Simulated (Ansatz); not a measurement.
## Convergence of Hf₂N with the k-point mesh

The calculation used Ansatz, DFT PBEsol, scalar-relativistic, plane waves, PAW.

```
Hf N
1.0
     5.36940    0.06761   -0.01008
     0.06761    5.34101   -0.02194
    -0.00615   -0.01339    3.27972
Hf N
4 2
Direct
  0.30514 0.31552 0.00229
  0.71498 0.70473 0.99322
  0.79143 0.20864 0.48451
  0.20563 0.80248 0.50196
  0.00258 0.00491 0.98263
  0.50186 0.50260 0.52120
```

```json
{
  "plane-wave cutoff": "420 eV",
  "occupation rule": "Gaussian smearing, 0.1 eV",
  "spin treatment": "unpolarised"
}
```

The atoms are held and the k-point mesh is swept. Energies are extrapolated to zero smearing and count from the reference run, 6×6×8. The cell was strained and its atoms displaced at random, so that forces don't vanish. The meshes are Γ-centred. Spin–orbit coupling is left out. Pressure is positive in compression.

Times are rough; the reference took 2.1 min on 1 thread of Arm Neoverse V1, on a shared host, peak memory 0.84 GiB.

**Question.** One run gave ΔE = -20.8 meV/atom and P = -6.39 GPa. Which k-point mesh did it use, of 1×1×1, 1×1×2, 2×2×4, 4×4×6?

**Answer.** 2×2×4. All runs:

```tsv
mesh	ΔE (meV/atom)	P (GPa)	largest change of a force component (eV/Å)	irreducible points	wall time (s)
1×1×1	671	3.45	2.451	1	1.6
1×1×2	30.7	-3.65	1.110	2	1.7
2×2×4	-20.8	-6.39	0.333	12	8
4×4×6	-4.33	-6.23	0.108	52	43
6×6×8	0.00	-6.21	0.000	148	130
```